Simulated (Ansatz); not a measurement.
CoPdO2:

```xyz
4
Lattice="1.4317 0.8266 5.9578 -1.4317 0.8266 5.9578 0.0000 -1.6532 5.9578" Properties=species:S:1:pos:R:3 pbc="T T T"
Pd    0.0000    0.0000    0.0000
Co    0.0000    0.0000    8.9367
O     0.0000    0.0000    2.0103
O     0.0000    0.0000   15.8630
```

The cell is a database's computed one.

Base run:

- Program: Ansatz 0.2.0
- Functional: PBE
- Potentials or basis: Ansatz PAW
- Cutoff: 420 eV (not typed: the program's choice for these potentials)
- k mesh: 9 × 9 × 9
- Occupations: fermi-dirac, width 0.05 eV
- Spin: collinear spin, ferromagnetic start
- Starting moments: [0.0, 3.0, 0.0, 0.0] μB
- Fixed moment: 3 μB

Its results: pressure 14.6 GPa; site moments Pd +0.23; Co +2.13; O +0.20 μB; largest force 1.551 eV/Å.

Question: The run is repeated on the same cell with these changes: fixed moment from 3 μB to 1 μB; moments at the start from [0.0, 3.0, 0.0, 0.0] to [0.0, 1.0, 0.0, 0.0]. What comes out?

Answer: Pressure 2.9 GPa; site moments Pd +0.32; Co +0.51; O +0.03 μB; largest force 0.249 eV/Å.

Caveats: the total moment is fixed, so each spin has its own Fermi level; a cell with one magnetic atom can't hold antiferromagnetic order, which such compounds often take; the thresholds are loose for stress; forces of over 1 eV/Å show positions far from the minimum, so gaps and moduli don't describe the material at rest (some runs).
